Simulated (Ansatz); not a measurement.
**How long does this Ansatz run take?**

```yaml
crystal:
  lattice:
    - [6.854, 0.0, 0.0]
    - [0.0, 6.854, 0.0]
    - [0.0, 0.0, 6.854]
  atoms:
    - { symbol: Rb, position: [0.0, 0.0, 0.0] }
    - { symbol: Rb, position: [0.5, 0.5, 0.0] }
    - { symbol: Rb, position: [0.5, 0.0, 0.5] }
    - { symbol: Rb, position: [0.0, 0.5, 0.5] }
    - { symbol: Br, position: [0.5, 0.5, 0.5] }
    - { symbol: Br, position: [0.0, 0.0, 0.5] }
    - { symbol: Br, position: [0.0, 0.5, 0.0] }
    - { symbol: Br, position: [0.5, 0.0, 0.0] }
kpoints:
  mp_grid: { grid: [3, 3, 3] }
scf:
  occupations: { method: fixed }
hamiltonian:
  xc: pbe
  pseudopotentials: { kind: paw }
output:
  forces: true
  efg:
    quadrupole_moments_barn: { Rb: 0.1335, Br: 0.2579 }
    contact_densities: true
  core_levels:
    shells: { Br: "3d", Rb: "3d" }
    counted_from: valence_top
    eps_inf: [2.547, 2.547, 2.547]
```

```sh
ansatz run input.yaml --threads 1 --pin off --max-ram 2560MiB --backend cpu --events-out ev --progress --plain --runs-dir out
```

It runs on 1 thread of AMD EPYC 7R43 64-Core Processor (Zen 3) (x86_64; 48 cores open to the job, memory cap 2.5 GiB, no GPU), a shared host with a load of 0.5 a core.

Problem. How much time and memory should be set aside?

Solution. About 21 s of wall time (21 s of CPU time) and 0.68 GiB. The run holds 64 valence electrons in 40 bands, about 6355 plane waves a k-point and 4 irreducible k-points, and took 6 SCF iterations for the ground state, and 2 further spin-resolved or lower-symmetry cells with a core hole. Times on a shared host vary by tens of per cent.
